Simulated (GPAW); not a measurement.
# CaSe (Fm-3m) in GPAW: a series of runs

Aim: see how the results for CaSe move with the level of theory and the settings. Levels: PBE, LDA, r2SCAN. Tasks: dielectric tensor, equation of state, band structure.

Program: GPAW 26.7.0. These are calculated values, not measurements. Logs are shortened: lines on timing, memory, paths and dates and some standing lists are left out, and cuts for length are marked. The log counts tension as positive stress, the text compression.

**What was measured.**

From a printed reference work, monograph, original work of 1988, for a bulk crystal of CaSe at 2 K: band gap 3.85 eV (indirect).

The results are compared with them further down.

## Step 1: Starting point

The structure is cubic, space group Fm-3m (No. 225). The conventional cell has a = 5.912 Å, b = 5.912 Å, c = 5.912 Å, α = 90.00°, β = 90.00°, γ = 90.00°. Se (site symmetry m-3m) has 6 Ca at 2.96 Å as nearest neighbours. Ca (site symmetry m-3m) has 6 Se at 2.96 Å as nearest neighbours.

## Step 2: Dielectric tensor, PBE

Contents of run.py:

```python
import numpy as np
from ase import Atoms
from ase.dft.bandgap import bandgap
from ase.io import write
from gpaw import GPAW, PW
from gpaw.response.df import DielectricFunction

atoms = Atoms(['Se', 'Ca'],
              cell=[[0.0, 2.956, 2.956],
                    [2.956, 0.0, 2.956],
                    [2.956, 2.956, 0.0]],
              scaled_positions=[[0.5, 0.5, 0.5],
                                [0.0, 0.0, 0.0]],
              pbc=True)

calc = GPAW(mode=PW(450),
            xc='PBE',
            kpts={'size': (6, 6, 6), 'gamma': True},
            occupations={'name': 'fermi-dirac', 'width': 0.001},
            nbands=16,
            convergence={'density': 1e-06},
            maxiter=150,
            txt='gpaw.txt')
atoms.calc = calc
energy = atoms.get_potential_energy()
calc.write('gs.gpw')
write('result.traj', atoms)
print(f'Energy: {energy:.6f} eV')
print('Fermi level:', round(calc.get_fermi_level(), 4), 'eV')
print(f'Gap: {bandgap(calc)[0]:.4f} eV, direct: {bandgap(calc, direct=True)[0]:.4f} eV')

for size in [(14, 14, 14), (20, 20, 20)]:
    name = 'x'.join(str(n) for n in size)
    dense = calc.fixed_density(kpts={'size': size, 'gamma': True},
                               nbands=34, convergence={'bands': 28, 'eigenstates': 1e-7},
                               update_fermi_level=True, txt=f'dense-{name}.txt')
    dense.write(f'{name}.gpw', mode='all')
    df = DielectricFunction(f'{name}.gpw', frequencies=np.array([0.0]), hilbert=False, eta=0.001,
                            ecut=80, nbands=28, intraband=False, txt=f'df-{name}.txt')
    for xc in ['RPA', 'ALDA', 'Bootstrap']:
        for direction in ['x', 'y', 'z', [0, 1, 1], [1, 0, 1], [1, 1, 0]]:
            e0, e = df.get_macroscopic_dielectric_constant(xc=xc, direction=direction)
            print(f'{name} {xc} {direction}: {e0:.4f} without, {e:.4f} with local fields')
```

Potentials or basis: GPAW PAW data sets (gpaw-data 1.2.1), pw.

On the command line:

```bash
$ OMP_NUM_THREADS=1 python run.py
```

gpaw.txt:

```text
__  _  _
 | _ |_)|_||  |
 |__||  | ||/\| - 26.7.0

Input parameters:
  mode=PW(ecut=450.00000000000006),
  convergence={'density': 1e-06},
  kpts=MonkhorstPack(size=(6, 6, 6), gamma=True),
  maxiter=150,
  nbands=16,
  occupations=Occupations(name='fermi-dirac', width=0.001),
  xc=XC(name='PBE')

Diagonalizing LCAO Hamiltonian
Converting LCAO to pw mode

                Se

       Ca

Atoms  # Å, Bohr magnetons
|   | symbol |        x |        y |        z |    initial magnetic moments |
|---|--------|----------|----------|----------|-----------------------------|
| 0 |     Se | 2.956000 | 2.956000 | 2.956000 | ( 0.0000,  0.0000,  0.0000) |
| 1 |     Ca | 0.000000 | 0.000000 | 0.000000 | ( 0.0000,  0.0000,  0.0000) |

Unit cell  # Å
| periodic |        x |        y |        z |  lengths |    angles |
|----------|----------|----------|----------|----------|-----------|
|      yes | 0.000000 | 2.956000 | 2.956000 | 4.180415 | 60.000000 |
|      yes | 2.956000 | 0.000000 | 2.956000 | 4.180415 | 60.000000 |
|      yes | 2.956000 | 2.956000 | 0.000000 | 4.180415 | 60.000000 |

Number of symmetries: 48
Symmetry operations  # r_c * U_cc + t_c -> r_c
|    | kind |            matrix            |
|----|------|------------------------------|
|  0 |  σ   |  1, 0, 0,  1, 0,-1,  1,-1, 0 |
|  1 |  C2  |  1, 0, 0,  1,-1, 0,  1, 0,-1 |
|  2 |  E   |  1, 0, 0,  0, 1, 0,  0, 0, 1 |
|  3 |  σ   |  1, 0, 0,  0, 0, 1,  0, 1, 0 |
|  4 |  C4  |  1, 0,-1,  1, 0, 0,  1,-1, 0 |
|  5 |  S6  |  1, 0,-1,  1,-1, 0,  1, 0, 0 |
|  6 |  σ   |  1, 0,-1,  0, 1,-1,  0, 0,-1 |
|  7 |  C3  |  1, 0,-1,  0, 0,-1,  0, 1,-1 |
|  8 |  S6  |  1,-1, 0,  1, 0, 0,  1, 0,-1 |
|  9 |  C4  |  1,-1, 0,  1, 0,-1,  1, 0, 0 |
| 10 |  C3  |  1,-1, 0,  0,-1, 1,  0,-1, 0 |
| 11 |  σ   |  1,-1, 0,  0,-1, 0,  0,-1, 1 |
| 12 |  σ   |  0, 1, 0,  1, 0, 0,  0, 0, 1 |
| 13 |  C4  |  0, 1, 0,  0, 1,-1, -1, 1, 0 |
| 14 |  C3  |  0, 1, 0,  0, 0, 1,  1, 0, 0 |
| 15 |  S6  |  0, 1, 0, -1, 1, 0,  0, 1,-1 |
| 16 |  C2  |  0, 1,-1,  1, 0,-1,  0, 0,-1 |
| 17 |  σ   |  0, 1,-1,  0, 1, 0, -1, 1, 0 |
| 18 |  S4  |  0, 1,-1,  0, 0,-1,  1, 0,-1 |
| 19 |  C4  |  0, 1,-1, -1, 1, 0,  0, 1, 0 |
| 20 |  C3  |  0, 0, 1,  1, 0, 0,  0, 1, 0 |
| 21 |  σ   |  0, 0, 1,  0, 1, 0,  1, 0, 0 |
| 22 |  S6  |  0, 0, 1,  0,-1, 1, -1, 0, 1 |
| 23 |  C4  |  0, 0, 1, -1, 0, 1,  0,-1, 1 |
| 24 |  S4  |  0, 0,-1,  1, 0,-1,  0, 1,-1 |
| 25 |  C3  |  0, 0,-1,  0, 1,-1,  1, 0,-1 |
| 26 |  C2  |  0, 0,-1,  0,-1, 0, -1, 0, 0 |
| 27 |  S6  |  0, 0,-1, -1, 0, 0,  0,-1, 0 |
| 28 |  S4  |  0,-1, 1,  1,-1, 0,  0,-1, 0 |
| 29 |  C4  |  0,-1, 1,  0, 0, 1, -1, 0, 1 |
| 30 |  C2  |  0,-1, 1,  0,-1, 0,  1,-1, 0 |
| 31 |  σ   |  0,-1, 1, -1, 0, 1,  0, 0, 1 |
| 32 |  C3  |  0,-1, 0,  1,-1, 0,  0,-1, 1 |
| 33 |  S6  |  0,-1, 0,  0, 0,-1, -1, 0, 0 |
| 34 |  S4  |  0,-1, 0,  0,-1, 1,  1,-1, 0 |
| 35 |  C2  |  0,-1, 0, -1, 0, 0,  0, 0,-1 |
| 36 |  C2  | -1, 1, 0,  0, 1, 0,  0, 1,-1 |
| 37 |  S6  | -1, 1, 0,  0, 1,-1,  0, 1, 0 |
| 38 |  S4  | -1, 1, 0, -1, 0, 1, -1, 0, 0 |
| 39 |  C3  | -1, 1, 0, -1, 0, 0, -1, 0, 1 |
| 40 |  S6  | -1, 0, 1,  0, 0, 1,  0,-1, 1 |
| 41 |  C2  | -1, 0, 1,  0,-1, 1,  0, 0, 1 |
| 42 |  C3  | -1, 0, 1, -1, 1, 0, -1, 0, 0 |
| 43 |  S4  | -1, 0, 1, -1, 0, 0, -1, 1, 0 |
| 44 |  C2  | -1, 0, 0,  0, 0,-1,  0,-1, 0 |
| 45 |  i   | -1, 0, 0,  0,-1, 0,  0, 0,-1 |
| 46 |  σ   | -1, 0, 0, -1, 1, 0, -1, 0, 1 |
| 47 |  C2  | -1, 0, 0, -1, 0, 1, -1, 1, 0 |

BZ-sampling:
  Number of BZ points: 216
  Number of IBZ points: 16

  Monkhorst-Pack size: [6, 6, 6]
  Monkhorst-Pack shift: [0.08333333333333333, 0.08333333333333333, 0.08333333333333333]

K-points  # in reciprocal-cell coordinates
|     |                                coordinates |     weight |
|-----|--------------------------------------------|------------|
|   0 | (  0.00000000,   0.00000000,   0.00000000) | 0.00462963 |
|   1 | (  0.16666667,   0.16666667,   0.00000000) | 0.02777778 |
|   2 | (  0.16666667,   0.16666667,   0.16666667) | 0.03703704 |
|   3 | (  0.33333333,   0.16666667,   0.16666667) | 0.05555556 |
|   4 | (  0.33333333,   0.33333333,  -0.33333333) | 0.05555556 |
|   5 | (  0.33333333,   0.33333333,   0.00000000) | 0.02777778 |
|   6 | (  0.33333333,   0.33333333,   0.16666667) | 0.11111111 |
|   7 | (  0.33333333,   0.33333333,   0.33333333) | 0.03703704 |
|   8 | (  0.50000000,   0.33333333,  -0.33333333) | 0.11111111 |
|   9 | (  0.50000000,   0.33333333,  -0.16666667) | 0.05555556 |
| ... |                                            |            |
|  15 | (  0.50000000,   0.50000000,   0.50000000) | 0.01851852 |

Plane wave coefficients: 1139
Cutoff: 450.00000000000006 eV

Spin-components: 1 (collinear spins)
Bands:           16
Projectors:      10
Spin-degeneracy: 2
Datatype:        complex128

Parallelization:
  kpt:    1
  domain: 1
  band:   1

Density:
  Valence electrons: 16.0
  Components: 1
  Grid points: [21 21 21]
  Charge: 0.0  # |e|

Potential:
  Grid points: [21 21 21]

species:
  Se:
    name:    Selenium
    Z:       34.0
    valence: 6
    core:    28
    charge:  0.0  # [|e|]
    compensation charges:
      type: gauss
      rc: 0.27  # [Å]
      lmax: 2
    cutoffs:
      filter: 1.77  # [Å]
      core: 2.67  # [Å]
    projectors
    | kind |    occ | energy [eV] | rcut [Å] |
    |------|--------|-------------|----------|
    |   4s |  2.000 |     -17.277 |    0.847 |
    |   4p |  4.000 |      -6.512 |    1.005 |
    |    s |        |       9.935 |    0.847 |
    |    p |        |      20.699 |    1.005 |
    |    d |        |       0.000 |    0.847 |

    Using partial waves for Se as LCAO basis

  Ca:
    name:    Calcium
    Z:       20.0
    valence: 10
    core:    10
    charge:  0.0  # [|e|]
    compensation charges:
      type: gauss
      rc: 0.37  # [Å]
      lmax: 2
    cutoffs:
      filter: 2.10  # [Å]
      core: 1.17  # [Å]
    projectors
    | kind |    occ | energy [eV] | rcut [Å] |
    |------|--------|-------------|----------|
    |   3s |  2.000 |     -47.086 |    1.175 |
    |   4s |  2.000 |      -3.766 |    1.175 |
    |   3p |  6.000 |     -28.008 |    1.154 |
    |    p |        |      -0.797 |    1.154 |
    |    d |        |       0.000 |    0.937 |

    Using partial waves for Ca as LCAO basis

Reference energy: -84614.401363  # eV

eigensolver:
  PPCG
  Converge bands: occupied
  niter=2

density mixing:
  MSR1-Mixer
  Pratt-step length: 0.05
  Maximum mixing coefficient: 0.75
  Old densities: 10
  SVD Regularization: 0.005
  Good broyden scale: 1.0
  Trust region scale: 1.0
  Backstep threshold: 4.0
  History deletion threshold: 6.0
  Fourier metric: weight=20.0, sigma=0.015

occupation numbers:
  Fermi-Dirac:
    width: 0.0010  # eV

poisson solver:
  ecut: 3600.0000000000005  # eV

xc functional:
  name: PBE with 2 nearest neighbor stencil

convergence criteria:
- Maximum integral of absolute [dens]ity change: 1e-06 electrons / valence electron
- Maximum [total energy] change in last 3 cyles: 0.0005 eV / valence electron
- Maximum integral of absolute [eigenst]ate change: 4e-08 eV^2 / valence electron
maximum number of iterations: 150

SCF iterations
|iter     | |      energy | eigst |  dens |
|---------|-|-------------|-------|-------|
|iter:   1| |   -9.539400 | +0.13 |       |
|iter:   2| |   -9.580822 | -1.51 | -1.20 |
|iter:   3| |   -9.553388 | -2.43 | -1.24 |
|iter:   4| |   -9.556145 | -3.42 | -1.57 |
|iter:   5| |   -9.553453c| -3.43 | -1.82 |
|iter:   6| |   -9.553429c| -5.14 | -2.66 |
|iter:   7| |   -9.553436c| -5.94 | -3.07 |
|iter:   8| |   -9.553436c| -7.13 | -3.97 |
|iter:   9| |   -9.553437c| -8.32c| -4.48 |
|iter:  10| |   -9.553437c| -8.81c| -5.37 |
|iter:  11| |   -9.553437c| -9.63c| -6.29c|

Converged in 11 steps
Energy contributions relative to reference atoms: (reference = -84614.401363)

Energy contributions:
  Kinetic:          13.467429
  Coulomb:         -10.949835
  Zero:             -0.610065
  External:          0.000000
  Xc:              -11.460966
  Entropy:          -0.000000
  Spinorbit:         0.000000
  ----------------------------
  Free energy:      -9.553437
  Extrapolated:     -9.553437

dipole moment: (-19.514892, -19.514892, -19.514892)  # |e|*Ang

Fermi level: 5.836
Eigenvalues  # (at kpt = [0.000, 0.000, 0.000])
| band index |      eig [eV] | occ [0-2] |
|------------|---------------|-----------|
|          0 |       -35.245 |     2.000 |
|          1 |       -16.268 |     2.000 |
|          2 |       -16.268 |     2.000 |
|          3 |       -16.268 |     2.000 |
|          4 |        -7.286 |     2.000 |
|          5 |         4.500 |     2.000 |
[... 8 lines left out ...]
|         14 |        14.215 |     0.000 |
|         15 |        16.795 |     0.000 |

Gap: 2.044 eV
Transition (v -> c):
  (s=0, k=0, n=7, [0.00, 0.00, 0.00]) -> (s=0, k=12, n=8, [0.50, 0.50, 0.00])
Direct/indirect transitions are different
Direct gap: 2.981 eV
Transition at: (s=0, k=12, n=7, [0.50, 0.50, 0.00])
# Writing to gs.gpw (mode='')
```

It took 2.9 min on 1 thread of Intel Xeon 6975P-C (Granite Rapids), shared host; peak memory 1 GiB.

Results:

| Property | Result |
| --- | --- |
| Free energy | -9.5534 eV |
| Band gap on the k mesh | 2.04 eV, indirect (least direct gap 2.98 eV) |
| Electronic dielectric tensor (diagonal) | 5.15 |

Electronic dielectric tensor:
```
5.15 0.00 0.00
0.00 5.15 0.00
0.00 0.00 5.15
```

Caveat: the long-wavelength limit can be off by a per cent or two.

[end of part 1 of 3]
